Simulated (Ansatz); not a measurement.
# AlCu3: the cost of one run

Program: Ansatz 0.2.0. Level of theory: DFT PBEsol, scalar-relativistic, plane waves, PAW. These are calculated values, not measurements.

**1. The starting structure**

The structure is cubic, space group Pm-3m (No. 221). The conventional cell has a = 3.632 Å, b = 3.632 Å, c = 3.632 Å, α = 90.00°, β = 90.00°, γ = 90.00°. Al (site symmetry m-3m) is surrounded by 12 Cu at 2.57 Å. Cu (site symmetry 4/mmm) is surrounded by 4 Al at 2.57 Å and 8 Cu at 2.57 Å.

As a file:

```cif
data_structure
_symmetry_space_group_name_H-M 'Pm-3m'
_symmetry_Int_Tables_number 221
_cell_length_a 3.6319
_cell_length_b 3.6319
_cell_length_c 3.6319
_cell_angle_alpha 90.000
_cell_angle_beta 90.000
_cell_angle_gamma 90.000
_cell_volume 47.91
loop_
_atom_site_label
_atom_site_type_symbol
_atom_site_symmetry_multiplicity
_atom_site_Wyckoff_symbol
_atom_site_fract_x
_atom_site_fract_y
_atom_site_fract_z
_atom_site_occupancy
Al1 Al 1 a 0.00000 0.00000 0.00000 1
Cu1 Cu 3 c 0.50000 0.50000 0.00000 1
```

It goes back to an entry of the Materials Project, which need not be the stable form.

It is the result of an earlier relaxation at this level (volume 11.98 Å³/atom; gap on the mesh: none (metal)).

**2. The reference cell**

The reference gives a free energy of -20291.6373 eV, pressure 0.04 GPa, largest force 0.000 eV/Å and gap on the mesh none (metal). It was computed beforehand with the settings of the runs below.

**3. Setting up a frozen normal mode**

Mode 7 of the phonon run on this cell, counted from the lowest, is frozen in: each atom moves by x times its row below, so x is the largest displacement.

```
atom      ux     uy     uz
 Al1   0.660  0.000  0.000
 Cu2   0.360  0.000  0.000
 Cu3   0.360  0.000  0.000
 Cu4  -1.000  0.000  0.000
```

**4. At x = -0.120 Å**

Input file input.yaml:

```yaml
crystal:
  lattice:
    - [3.6318704092, 0.0, 0.0]
    - [0.0, 3.6318704092, 0.0]
    - [0.0, 0.0, 3.6318704092]
  atoms:
    - { symbol: Al, position: [-0.0217942583, 0.0, 0.0] }
    - { symbol: Cu, position: [0.4881064918, 0.5, 0.0] }
    - { symbol: Cu, position: [0.4881064918, 0.0, 0.5] }
    - { symbol: Cu, position: [0.0330408265, 0.5, 0.5] }
basis:
  ecutwfc: 420
kpoints:
  mp_grid: { grid: [14, 14, 14] }
hamiltonian:
  xc: pbesol
scf:
  occupations: { method: gaussian, width: 0.15 }
output:
  forces: true
  stress: true
  eigenvalues: true
```

Started as:

```console
ansatz run input.yaml --threads 2 --pin off --max-ram 5120MiB --backend cpu --events-out ev --progress --plain --runs-dir out
```

**Question.** How long does this run take on 2 threads of Intel Xeon 6975P-C (Granite Rapids), shared host, and how much memory does it need?

About 12 s, with a peak of 0.63 GiB.
